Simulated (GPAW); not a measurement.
## PbS (Galena) in GPAW: the effect of strain hydrostatic

PbS (Galena):

```
Pb S
1.0
     0.00000    2.84712    2.84712
     2.84712    0.00000    2.84712
     2.84712    2.84712    0.00000
Pb S
1 1
Direct
  0.00000 0.00000 0.00000
  0.50000 0.50000 0.50000
```

Alike in all runs:

| Item | Value |
| --- | --- |
| Program | GPAW 26.7.0 |
| Task | band structure |
| Functional | PBEsol |
| Potentials or basis | PAW data sets generated in the run's folder for this functional |
| Cutoff | 600 eV |
| Basis | pw |
| k mesh | 8 × 8 × 8 |
| Occupations | fermi-dirac, width 0.05 eV |
| Spin | no spin polarisation |
| Maxiter | 150 |
| Band path | GXWKGLUWLK,UX |
| Band points | 60 |

```csv
strain hydrostatic,gap on the mesh (eV),pressure (GPa)
-0.04,0.34,7.5
-0.02,0.05,2.6
-0.01,0.08,0.6
0,0.20,-1.1
0.01,0.31,-2.6
0.02,0.41,-4.0
0.04,?,?
```

Q: What does the run with strain hydrostatic 0.04 give?

A: gap on the mesh 0.57 eV; pressure -6.1 GPa.

Worked out: A parabola through the other rows of the gap on the mesh, of slope 34.1 eV per unit of strain hydrostatic there, extrapolates to 1.01 eV, against the run's 0.57. A parabola through the other rows of the pressure, of slope -64.1 GPa per unit of strain hydrostatic there, extrapolates to -5.7 GPa, against the run's -6.1.

Caveats: the density grid can change from cell to cell, which puts small steps into energies and stress; spin-orbit coupling is left out, which as a rule narrows the gap of such compounds by several tenths of an eV; the mesh misses the band edges, which the band path finds closer together (some runs).

Runs at the PBE level aren't shown here.
